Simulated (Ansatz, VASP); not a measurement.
## AlN: VASP beside Ansatz

```
Al N
1.0
     2.99600    0.00000    0.00000
    -1.49800    2.59461    0.00000
     0.00000    0.00000    5.14130
Al N
2 2
Direct
  0.33333 0.66667 0.00743
  0.66667 0.33333 0.50743
  0.33333 0.66667 0.37757
  0.66667 0.33333 0.87757
```

Alike in both runs: functional LDA; k mesh 9 × 9 × 6; occupations gaussian, width 0.05 eV; no spin polarisation.

Ansatz relaxed the structure, and its values are those at the end. VASP's run is a single point on that final structure, the one shown.

```csv
,VASP,Ansatz
version,VASP 6.6.1,Ansatz 0.2.0
potentials or method,"VASP PAW LDA potentials, release 64 (Al, N)","scalar-relativistic, plane waves, PAW"
plane-wave cutoff (eV),520,520
valence electrons in the cell,16,16
```

|  | VASP | Ansatz | Ansatz less VASP |
| --- | --- | --- | --- |
| gap on the k mesh at the Fermi level (eV) | 4.44 | 4.43 | -0.006 |
| least direct gap on the mesh (eV) | 4.44 | 4.43 | -0.006 |
| pressure (GPa) | 6.1 | 5.4 | -0.72 |
| rms of the force components (eV/Å) | 0.008 | 0.000 | -0.0082 |

Ansatz warned: «pseudo_functional_mismatch».

Caveats: an odd mesh through Γ misses points on the zone boundary, where band edges often lie. LDA gaps usually lie below the measured ones, often by a third to a half.
